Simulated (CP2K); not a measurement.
Crystal: Hf.

```xyz
2
Lattice="3.1967 0.0000 0.0000 -1.5983 2.7684 0.0000 0.0000 0.0000 5.0578" Properties=species:S:1:pos:R:3 pbc="T T T"
Hf    1.5984    0.9228    3.7934
Hf    0.0000    1.8456    1.2645
```

Base run:

| Quantity | Value |
| --- | --- |
| Program | CP2K 2026.2 |
| Functional | BLYP |
| Dispersion | D3 |
| Potentials or basis | GTH_POTENTIALS Hf GTH-PBE-q12; TZVP-MOLOPT-PBE-GTH basis |
| Density cutoff | 6123 eV |
| k mesh | 10 × 10 × 5 |
| Occupations | fermi-dirac, width 0.05 eV |
| Spin | no spin polarisation |

Its results: band gap on the k mesh none (metal or under the smearing width); pressure -4.2 GPa.

Problem. After a change of settings the same cell gave: band gap on the k mesh none (metal or under the smearing width); pressure 0.7 GPa. Which change was it?
A. dispersion from D3 to D3(BJ)+ATM
B. dispersion from D3 to none
C. dispersion from D3 to D4
D. dispersion from D3 to D3(BJ)

Solution. C.

Caveats: the potentials were made for another functional, which shifts forces and pressure; the basis of atomic orbitals isn't converged, which shifts pressures, moduli and gaps; pairwise dispersion overbinds metals, which lowers pressure and volume.

Runs at the PBE level aren't shown here.
